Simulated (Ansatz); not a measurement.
Zn in Ansatz: the effect of functional

Zn:

```
CELL_PARAMETERS angstrom
2.61549 0.00000 0.00000
-1.30775 2.26509 0.00000
0.00000 0.00000 4.86462
ATOMIC_POSITIONS crystal
Zn 0.66667 0.33333 0.75000
Zn 0.33333 0.66667 0.25000
```

The cell isn't the ideal one: volume scaled by 0.94.

Alike in all runs:

* Program: Ansatz 0.2.0
* Task: single point
* Potentials or basis: Ansatz PAW
* k mesh: 11 × 11 × 6
* Occupations: fermi-dirac, width 0.05 eV
* Spin: no spin polarisation

Q: One run gave: pressure 0.1 GPa. Which functional did it use?
A. r2SCAN
B. PBEsol
C. LDA

A: A.

| functional | cutoff | pressure (GPa) |
| --- | --- | --- |
| LDA | 420 eV (not typed: the program's choice for these potentials) | -5.1 |
| PBEsol | 420 eV (not typed: the program's choice for these potentials) | -1.1 |
| r2SCAN | 500 eV (not typed: the program's choice for these potentials) | 0.1 |

Caveats: the PAW data sets come from PBE, with cores solved anew for the run's functional, which leaves a small shift of forces and pressure.
